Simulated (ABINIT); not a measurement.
Crystal: SrO.

```
Sr O
1.0
     0.00000    2.56630    2.56630
     2.56630    0.00000    2.56630
     2.56630    2.56630    0.00000
Sr O
1 1
Direct
  0.50000 0.50000 0.50000
  0.00000 0.00000 0.00000
```

Base run:

- Program: ABINIT 10.8.3 (patched build)
- Functional: PBE0
- Potentials or basis: SPMS NC PBE v1.0
- Cutoff: 952 eV
- k mesh: 6 × 6 × 6
- Occupations: fermi-dirac, width 0.05 eV
- Spin: no spin polarisation

Its results: band gap on the k mesh 6.47 eV, indirect (least direct gap 6.57 eV).

**Question.** After a change of settings the same cell gave: band gap on the k mesh 5.55 eV, indirect (least direct gap 5.65 eV). Which change was it?
A. share of exact exchange from 0.35 to 0.05
B. share of exact exchange from 0.35 to 0.15
C. share of exact exchange from 0.35 to 0.25

**Answer.** C.

Caveats: exact exchange is summed on a coarse mesh, which widens gaps by tenths of an eV.

Runs at the PBE level aren't shown here.
